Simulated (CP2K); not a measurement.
**Sb under changes of volume**

One of the cells (26.654 Å³/atom); the others are scaled copies at fixed shape and fractional positions:

```xyz
2
Lattice="3.3545 0.0000 0.0000 -1.6773 2.9051 0.0000 0.0000 0.0000 5.4702" Properties=species:S:1:pos:R:3 pbc="T T T"
Sb    1.6773    0.9684    4.1026
Sb    0.0000    1.9367    1.3675
```

This isn't the form of Sb at room conditions, which is rhombohedral.

| Quantity | Value |
| --- | --- |
| Program | CP2K 2026.2 |
| Functional | PBE |
| Potentials or basis | POTENTIAL_UZH Sb GTH-PBE-q5; TZVP-MOLOPT-PBE-GTH basis |
| Density cutoff | 6123 eV |
| k mesh | 9 × 9 × 5 |
| Occupations | fermi-dirac, width 0.05 eV |
| Spin | no spin polarisation |

```csv
volume (Å³/atom),energy over the lowest point (meV/atom),pressure (GPa)
25.055,63.46,8.0
25.588,40.46,6.1
26.121,23.29,4.4
26.654,11.19,3.0
27.187,?,?
27.720,0.00,0.5
28.253,0.29,-0.6
```

Task: What does the run at 27.187 Å³/atom give?

Result: Energy over the lowest point 3.54 meV/atom; pressure 1.7 GPa.

Worked out: A Birch-Murnaghan fit of order 3 (a polynomial in V^(-2/3)) to the other rows has its minimum at 27.95 Å³/atom with B0 = V·E''(V) = 55 GPa and B' = 4.6 at fixed shape and positions, which overstates the stiffness. It gives 3.55 meV/atom at 27.187 Å³/atom, against the run's 3.54, and -dE/dV = 1.6 GPa, against 1.7.

Energies are extrapolated to zero smearing.

Caveats: the basis of atomic orbitals isn't converged, which shifts pressures, moduli and gaps.
